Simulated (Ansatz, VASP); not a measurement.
# TiO2 (Anatase): VASP beside Ansatz

One calculation is typed for both programs; each brings its own data sets. How far apart do they land? The two relaxations start from unlike cells of this crystal (the structure described is Ansatz's start), so only their ends are compared. Other levels of theory on this material are compared in a session of their own.

Program: Ansatz 0.2.0. Level of theory: plane waves, with VASP 6.6.1 beside it; relaxation of cell and atoms at LDA and relaxation of cell and atoms at RPBE. Results are calculated unless marked as measured.

## (1) The structure

The structure is tetragonal, space group I4_1/amd (No. 141). The conventional cell has a = 3.785 Å, b = 3.785 Å, c = 9.520 Å, α = 90.00°, β = 90.00°, γ = 90.00°. Ti has 6 O at 1.93 to 2.00 Å nearest. Nearest to O lie 3 Ti at 1.93 to 2.00 Å. Farther neighbours and most contacts between anions are not listed.

As a file:

```cif
data_structure
_symmetry_space_group_name_H-M 'P 1'
_symmetry_Int_Tables_number 1
_cell_length_a 5.4607
_cell_length_b 5.4607
_cell_length_c 5.4607
_cell_angle_alpha 139.445
_cell_angle_beta 139.445
_cell_angle_gamma 58.697
_cell_volume 68.19
loop_
_atom_site_label
_atom_site_type_symbol
_atom_site_fract_x
_atom_site_fract_y
_atom_site_fract_z
_atom_site_occupancy
Ti1 Ti 0.00000 0.00000 0.00000 1
Ti2 Ti 0.75000 0.25000 0.50000 1
O3 O 0.21017 0.21017 0.00000 1
O4 O 0.96017 0.46017 0.50000 1
O5 O 0.53983 0.03983 0.50000 1
O6 O 0.78983 0.78983 0.00000 1
```

## (2) VASP: relaxation of cell and atoms, LDA

The relaxed volume is the usual yardstick between codes: in a stiff, nearly cubic crystal its relative difference is about their pressure difference at one cell divided by the bulk modulus.

Lines of VASP's logs that name or quote its potential files are left out, and so is its time.

Input file INCAR:

```
SYSTEM = TiO2
PREC = Accurate
ENCUT = 600
EDIFF = 1E-07
NELM = 120
ISMEAR = -1
SIGMA = 0.05
LREAL = .FALSE.
ALGO = Normal
GGA = CA
NBANDS = 30
LASPH = .TRUE.
LORBIT = 11
LWAVE = .FALSE.
LCHARG = .FALSE.
ISIF = 3
IBRION = 2
NSW = 80
EDIFFG = -0.005
GGA_COMPAT = .FALSE.
NELMIN = 4
EFERMI = MIDGAP
KPAR = 2
```

Input file POSCAR:

```
TiO2
1.0
   -1.8729423190      1.8729423190      4.7276151499
    1.8729423190     -1.8729423190      4.7276151499
    1.8729423190      1.8729423190     -4.7276151499
Ti O
2 4
Direct
    0.0000000000      0.0000000000      0.0000000000
    0.7500000000      0.2500000000      0.5000000000
    0.2082186691      0.2082186691      0.0000000000
    0.9582186691      0.4582186691      0.5000000000
    0.5417813309      0.0417813309      0.5000000000
    0.7917813309      0.7917813309      0.0000000000
```

Input file KPOINTS:

```
Automatic mesh
0
Gamma
10 10 10
0 0 0
```

PAW data sets: Ti_sv and O (LDA family, release 64).

Command:

```sh
> mpirun -np 2 vasp_std
```

Numbers of over 12 decimals in the logs are rounded to 6 here.

Log:

```text
[banner, memory and clock lines left out]
running    2 mpi-ranks, on    1 nodes
 distrk:  each k-point on    1 cores,    2 groups
 distr:  one band on    1 cores,    1 groups

 POSCAR found type information on POSCAR TiO
 POSCAR found :  2 types and       6 ions
 LDA part: xc-table for (Slater(with rela. corr.)+CA(PZ))
 , standard interpolation
 POSCAR, INCAR and KPOINTS ok, starting setup
 FFT: planning ... GRIDC
 FFT: planning ... GRID_SOFT
 FFT: planning ... GRID
 WAVECAR not read
 entering main loop
       N       E                     dE             d eps       ncg     rms          rms(c)
DAV:   1     0.705353687584E+03    0.70535E+03   -0.26716E+04  6120   0.205E+03
DAV:   2     0.426554617512E+02   -0.66270E+03   -0.63072E+03  6614   0.579E+02
DAV:   3    -0.700015414936E+02   -0.11266E+03   -0.11011E+03  9064   0.213E+02
DAV:   4    -0.751774040129E+02   -0.51759E+01   -0.51687E+01  8690   0.465E+01
DAV:   5    -0.753875191827E+02   -0.21012E+00   -0.21006E+00  8314   0.771E+00    0.326E+01
DAV:   6    -0.594714641572E+02    0.15916E+02   -0.10065E+02  8076   0.978E+01    0.118E+01
DAV:   7    -0.590694380380E+02    0.40203E+00   -0.14897E+01  7848   0.322E+01    0.883E+00
DAV:   8    -0.589744003729E+02    0.95038E-01   -0.29781E+00  7420   0.178E+01    0.352E+00
DAV:   9    -0.588441876569E+02    0.13021E+00   -0.82129E-01  7540   0.875E+00    0.101E+00
DAV:  10    -0.588506124197E+02   -0.64248E-02   -0.95774E-02  7236   0.255E+00    0.464E-01
DAV:  11    -0.588466312208E+02    0.39812E-02   -0.23091E-02  6878   0.976E-01    0.798E-02
DAV:  12    -0.588467508285E+02   -0.11961E-03   -0.17584E-03  7162   0.456E-01    0.130E-01
DAV:  13    -0.588466236431E+02    0.12719E-03   -0.46089E-04  7494   0.236E-01    0.263E-02
DAV:  14    -0.588466230867E+02    0.55643E-06   -0.50828E-05  8566   0.655E-02    0.113E-02
DAV:  15    -0.588466229857E+02    0.10096E-06   -0.89957E-06  7918   0.315E-02    0.403E-03
DAV:  16    -0.588466229064E+02    0.79313E-07   -0.52800E-07  6774   0.784E-03
   1 F= -.58846623E+02 E0= -.58846623E+02  d E =-.588466E+02
 curvature:   0.00 expect dE= 0.000E+00 dE for cont linesearch  0.000E+00
 trial: gam= 0.00000 g(F)=  0.480E-07 g(S)=  0.230E-04 ort = 0.000E+00 (trialstep = 0.100E+01)
 search vector abs. value=  0.230E-04
 bond charge predicted
       N       E                     dE             d eps       ncg     rms          rms(c)
DAV:   1    -0.588467967651E+02   -0.17378E-03   -0.55776E-03  7744   0.797E-01    0.124E-01
DAV:   2    -0.588466436101E+02    0.15316E-03   -0.66351E-04  7792   0.239E-01    0.496E-02
DAV:   3    -0.588466113961E+02    0.32214E-04   -0.22264E-04  6126   0.954E-02    0.116E-02
DAV:   4    -0.588466129610E+02   -0.15649E-05   -0.44933E-05  8212   0.334E-02    0.104E-02
DAV:   5    -0.588466140627E+02   -0.11017E-05   -0.24468E-06  7286   0.153E-02    0.590E-03
DAV:   6    -0.588466163267E+02   -0.22641E-05   -0.46424E-06  9834   0.895E-03    0.360E-03
DAV:   7    -0.588466165253E+02   -0.19859E-06   -0.25894E-07  5164   0.372E-03    0.185E-03
DAV:   8    -0.588466166045E+02   -0.79211E-07   -0.23253E-07  5232   0.424E-03
   2 F= -.58846617E+02 E0= -.58846617E+02  d E =0.630190E-05
 trial-energy change:    0.000006  1 .order    0.000005   -0.000023    0.000033
 step:   0.3760(harm=  0.4135)  dis= 0.00001  next Energy=   -58.846627 (dE=-0.425E-05)
 bond charge predicted
       N       E                     dE             d eps       ncg     rms          rms(c)
DAV:   1    -0.588466967927E+02   -0.80267E-04   -0.21789E-03  7736   0.497E-01    0.772E-02
DAV:   2    -0.588466372979E+02    0.59495E-04   -0.26052E-04  7840   0.149E-01    0.310E-02
DAV:   3    -0.588466247124E+02    0.12586E-04   -0.85914E-05  6126   0.595E-02    0.718E-03
DAV:   4    -0.588466253599E+02   -0.64748E-06   -0.17550E-05  8224   0.207E-02    0.652E-03
DAV:   5    -0.588466257748E+02   -0.41493E-06   -0.92842E-07  7166   0.950E-03    0.368E-03
DAV:   6    -0.588466266519E+02   -0.87710E-06   -0.18242E-06  9676   0.564E-03    0.222E-03
DAV:   7    -0.588466267247E+02   -0.72833E-07   -0.83474E-08  3380   0.233E-03
   3 F= -.58846627E+02 E0= -.58846627E+02  d E =-.381831E-05
 curvature:  -0.21 expect dE=-0.216E-06 dE for cont linesearch -0.557E-07
 trial: gam= 0.00000 g(F)=  0.730E-06 g(S)=  0.320E-06 ort =-0.250E-05 (trialstep = 0.875E+00)
 search vector abs. value=  0.105E-05
 reached required accuracy - stopping structural energy minimisation
```

Parts of OUTCAR (step 2):

```text
ion  position               nearest neighbor table
   1  0.000  0.000  0.000-   5 1.91   4 1.91   5 1.91   4 1.91   3 1.97   6 1.97
   2  0.750  0.250  0.500-   6 1.91   3 1.91   6 1.91   3 1.91   4 1.97   5 1.97
   3  0.208  0.208  0.000-   2 1.91   2 1.91   1 1.97
   4  0.958  0.458  0.500-   1 1.91   1 1.91   2 1.97
   5  0.542  0.042  0.500-   1 1.91   1 1.91   2 1.97
   6  0.792  0.792  0.000-   2 1.91   2 1.91   1 1.97

  LATTYP: Found a body centered tetragonal cell.
 ALAT       =     3.7458846380
 C/A-ratio  =     2.5241648405

 Subroutine GETGRP returns: Found 16 space group operations
 (whereof  8 operations were pure point group operations)

The static configuration has the point symmetry D_2d.
 The point group associated with its full space group is D_4h.

 Found    102 irreducible k-points:

   k-points           NKPTS =    102   k-points in BZ     NKDIM =    102   number of bands    NBANDS=     30

   dimension x,y,z NGX =    48 NGY =   48 NGZ =   48
   dimension x,y,z NGXF=    96 NGYF=   96 NGZF=   96

   ENCUT  =  600.0 eV  44.10 Ry    6.64 a.u.  10.82 10.82 10.82*2*pi/ulx,y,z

   NELECT =      48.0000    total number of electrons

 k-points in reciprocal lattice and weights: Automatic mesh
   0.00000000  0.00000000  0.00000000       0.001
   0.10000000 -0.00000000  0.00000000       0.008
   0.20000000 -0.00000000  0.00000000       0.008
   0.30000000  0.00000000 -0.00000000       0.008
   0.40000000  0.00000000  0.00000000       0.008
   0.50000000  0.00000000  0.00000000       0.004
   0.10000000  0.10000000  0.00000000       0.008
   0.20000000  0.10000000  0.00000000       0.016
   0.30000000  0.10000000 -0.00000000       0.016
[...]
-0.40000000 -0.40000000  0.40000000       0.002
   0.50000000  0.50000000  0.50000000       0.001

 average (electrostatic) potential at core
       1 -76.9147       2 -76.9147       3 -71.2729       4 -71.2729       5 -71.2729
       6 -71.2729

 E-fermi :   4.3635

 k-point     1 :       0.0000    0.0000    0.0000
  band No.  band energies     occupation
    ...
     20       2.5520      2.00000
     21       2.5730      2.00000
     22       2.5730      2.00000
     23       2.8336      2.00000
     24       2.8336      2.00000
     25       5.3933      0.00000
     26       6.1927      0.00000
     27       7.3972      0.00000
     28       7.3972      0.00000
     29       7.4296      0.00000
    ...

 k-point     2 :       0.1000   -0.0000    0.0000
  band No.  band energies     occupation
    ...
     20       2.3239      2.00000
     21       2.5010      2.00000
     22       2.5487      2.00000
     23       2.6777      2.00000
     24       2.8604      2.00000
     25       5.6554      0.00000
     26       6.2329      0.00000
     27       7.1073      0.00000
     28       7.2438      0.00000
     29       7.3636      0.00000
    ...

 k-point     3 :       0.2000   -0.0000    0.0000
  band No.  band energies     occupation
    ...
     20       1.8168      2.00000
     21       2.1201      2.00000
     22       2.5233      2.00000
     23       2.5833      2.00000
     24       2.8445      2.00000
     25       6.1702      0.00000
     26       6.3913      0.00000
     27       6.7709      0.00000
     28       7.0331      0.00000
     29       7.3065      0.00000
    ...

  Total       -0.0032717     -0.0032717     -0.0042896      0.0000000      0.0000000      0.0000000
  in kB       -0.0789965     -0.0789965     -0.1035754      0.0000000      0.0000000      0.0000000
  external PRESSURE =      -0.0871895 kB  Pullay stress =       0.0000000 kB

  energy-cutoff  :      600.00
  volume of cell :       66.35
      direct lattice vectors                 reciprocal lattice vectors
    -1.873118983  1.873118983  4.728046922     0.000000000  0.266934458  0.105751912
     1.873118983 -1.873118983  4.728046922     0.266934458  0.000000000  0.105751912
     1.873118983  1.873118983 -4.728046922     0.266934458  0.266934458  0.000000000

 POSITION                                       TOTAL-FORCE (eV/Angst)
 -----------------------------------------------------------------------------------
      0.00000      0.00000      0.00000        -0.000000     -0.000000      0.000000
      0.00000      1.87312      2.36402        -0.000000     -0.000000      0.000000
      0.00000      0.00000      1.96893        -0.000000     -0.000000     -0.001945
      0.00000      1.87312      4.33295         0.000000      0.000000     -0.001945
      0.00000      1.87312      0.39510        -0.000000     -0.000000      0.001945
      0.00000      0.00000      7.48717         0.000000      0.000000      0.001945
 -----------------------------------------------------------------------------------
    total drift:                               -0.000000      0.000000     -0.000000

  FREE ENERGIE OF THE ION-ELECTRON SYSTEM (eV)
  ---------------------------------------------------
  free  energy   TOTEN  =       -58.8466267247 eV

  energy  without entropy=      -58.8466267247  energy(sigma->0) =      -58.84662672

 reached required accuracy - stopping structural energy minimisation

 total charge
# of ion       s       p       d       tot
------------------------------------------
    1        2.237   6.326   1.814  10.377
    2        2.237   6.326   1.814  10.377
    3        1.559   3.498   0.000   5.057
    4        1.559   3.498   0.000   5.057
    5        1.559   3.498   0.000   5.057
    6        1.559   3.498   0.000   5.057
--------------------------------------------------
tot         10.709  26.646   3.628  40.984

[... 3 further parts left out ...]
```

CONTCAR:

```
TiO2
   1.00000000000000
    -1.8731189834415032    1.8731189834415032    4.7280469218424930
     1.8731189834415032   -1.8731189834415032    4.7280469218424930
     1.8731189834415032    1.8731189834415032   -4.7280469218424930
  Ti              O
     2     4
Direct
     0.0000000000000000    0.0000000000000000    0.0000000000000000
     0.7500000000000000    0.2500000000000000    0.5000000000000000
     0.2082177120441447    0.2082177120441447    0.0000000000000000
     0.9582177120441447    0.4582177120441448    0.5000000000000000
     0.5417822879558553    0.0417822879558552    0.5000000000000000
     0.7917822879558553    0.7917822879558553    0.0000000000000000
```

(Part 1 of 2 ends here.)

[Lines on the potential files, build, host, timing and source positions are cut from VASP's logs without a mark.]

[Logs are printed without paths, hosts, clocks, repeated set-up lines and the standing remarks that a program may print on its own settings, such as how far it seeks lower states.]

[Hosts, paths, dates, database ids (printed as entryN), source tags and the programs' standing remarks are cut or masked in the printed files.]
